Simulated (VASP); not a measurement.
Write the native input for VASP 6.6.1 that does the following.

```yaml
Task: band structure
Functional: LDA
Potentials_or_basis: VASP PAW LDA potentials, release 64 (Sn_d, S)
Cutoff: 520 eV
k_mesh: 4 × 8 × 6
Occupations: gaussian, width 0.03 eV
Spin: no spin polarisation
Further_INCAR_settings: ALGO = Fast; EDIFF = 1e-06; NBANDS = 50
```

The structure of SnS lies in POSCAR:

```
SnS                                     
1.0
   11.1022354472      0.0000000000      0.0000000000
    0.0000000000      3.9856078082     -0.0000000000
    0.0000000000      0.0000000000      4.2298583235
  Sn              S             
     4     4
Direct
     0.1185163126585520    0.2500000000000000    0.1099910988655009
     0.3814836873414479    0.7500000000000000    0.6099910988655010
     0.6185163126585520    0.2500000000000000    0.3900089011344991
     0.8814836873414480    0.7500000000000000    0.8900089011344990
     0.8532534970086473    0.2500000000000000    0.4743740982827416
     0.6467465029913527    0.7500000000000000    0.9743740982827416
     0.3532534970086472    0.2500000000000000    0.0256259017172584
     0.1467465029913527    0.7500000000000000    0.5256259017172584
```

One way to write it, as run:

INCAR

```
SYSTEM = SnS
PREC = Accurate
ENCUT = 520
EDIFF = 1E-6
ISMEAR = 0
SIGMA = 0.03
LREAL = .FALSE.
LASPH = .TRUE.
NELM = 80
ALGO = Fast
ISIF = 2
LWAVE = .FALSE.
LCHARG = .FALSE.
NBANDS = 50
KPAR = 2
```

KPOINTS

```
regular mesh
0
G
  4 8 6
  0 0 0
```

KPOINTS_OPT

```
explicit points
318
Reciprocal
 0.0000000000  0.0000000000  0.0000000000 1
 0.0000000000  0.0263157895  0.0000000000 1
 0.0000000000  0.0526315789  0.0000000000 1
 0.0000000000  0.0789473684  0.0000000000 1
 0.0000000000  0.1052631579  0.0000000000 1
 0.0000000000  0.1315789474  0.0000000000 1
[... 310 lines left out ...]
 0.0000000000  0.5000000000  0.0241422100 1
 0.0000000000  0.5000000000 -0.0241422100 1
```

Potentials or basis: VASP PAW LDA potentials, release 64 (Sn_d, S).

Run with:

```sh
$ cat potpaw_LDA.64/Sn_d/POTCAR potpaw_LDA.64/S/POTCAR > POTCAR
$ mpirun -np 2 vasp_std > vasp.out
```

It gave:

```yaml
Pressure: -1.7 GPa
Largest_force: 0.093 eV/Å
Band_gap_on_the_k_mesh: 0.73 eV, indirect (least direct gap 1.07 eV)
Band_gap_along_the_path: 0.58 eV, indirect (least direct gap 0.66 eV)
```

Caveat: spin-orbit coupling is left out, which moves the levels of the heavy elements; the mesh misses the band edges, which the band path finds closer together.

Wall time 7.7 min on 2 MPI ranks on Intel(R) Xeon(R) 6975P-C (Granite Rapids), on a shared host, peak memory 0.72 GiB a rank.
